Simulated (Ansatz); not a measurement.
MnO2: equation of state with PBE

Crystal: MnO2.

```
Mn O
1.0
     1.42843    0.82471    4.58393
    -1.42843    0.82471    4.58393
     0.00000   -1.64941    4.58393
Mn O
1 2
Direct
  0.00000 0.00000 0.00000
  0.73564 0.73564 0.73564
  0.26436 0.26436 0.26436
```

Measurements of this composition are mostly on another form, of space group No. 136.

```
Program             : Ansatz 0.2.0
Task                : equation of state
Functional          : PBE
Potentials or basis : Ansatz PAW
Cutoff              : 420 eV
Density cutoff      : 1680 eV
k mesh              : 11 × 11 × 11
Occupations         : fermi-dirac, width 0.05 eV
Spin                : collinear spin, ferromagnetic start
Starting moments    : [4.0, 0.0, 0.0] μB
```

- Equilibrium volume: 11.07 Å³/atom
- Bulk modulus at fixed shape and positions: 187 GPa
- Pressure derivative of the bulk modulus: 4.7

Energy against volume, from the lowest point:
```tsv
volume (Å³/atom)	energy (meV/atom)
10.152	52.40
10.368	29.44
10.584	13.53
10.800	3.94
11.016	0.00
11.232	1.12
11.448	6.76
```

All runs of the series together: 18 s on 2 threads of AMD EPYC 9B45 (Zen 5), with other jobs on the host.

Caveat: the cell was scaled at fixed shape and fractional positions, which overstates the stiffness of a crystal with free parameters, most of all of layers and chains.
